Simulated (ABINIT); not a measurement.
BN, 2 atoms in the cell. Symmetry: F-43m, No. 216, cubic system. Conventional cell: a = 3.626 Å, b = 3.626 Å, c = 3.626 Å, α = 90.00°, β = 90.00°, γ = 90.00°. N (site symmetry -43m) has 4 B at 1.57 Å as nearest neighbours. Around B (site symmetry -43m) lie 4 N at 1.57 Å. The cell is a database's computed one.

* Program: ABINIT 10.8.3 (patched build)
* Task: band structure
* Functional: LDA
* Potentials or basis: JTH PAW PBE v2.0
* Cutoff: 844 eV
* k mesh: 13 × 13 × 13
* Occupations: fermi-dirac, width 0.05 eV
* Spin: no spin polarisation
* Fine-grid cutoff: 1442.2 eV

Potentials or basis: JTH PAW PBE v2.0.

Command:

```console
$ abinit run.abi > log 2>&1
```

Hardware: 1 thread of Arm Neoverse V1 (shared host).

Task: How long does it take, and how much memory?

Result: Run time: 28 s on 1 thread of Arm Neoverse V1 (shared host), peak memory 0.1 GiB. Counts: scf iterations 10, mpi ranks 1, k points 84, bands 8, plane waves 676.
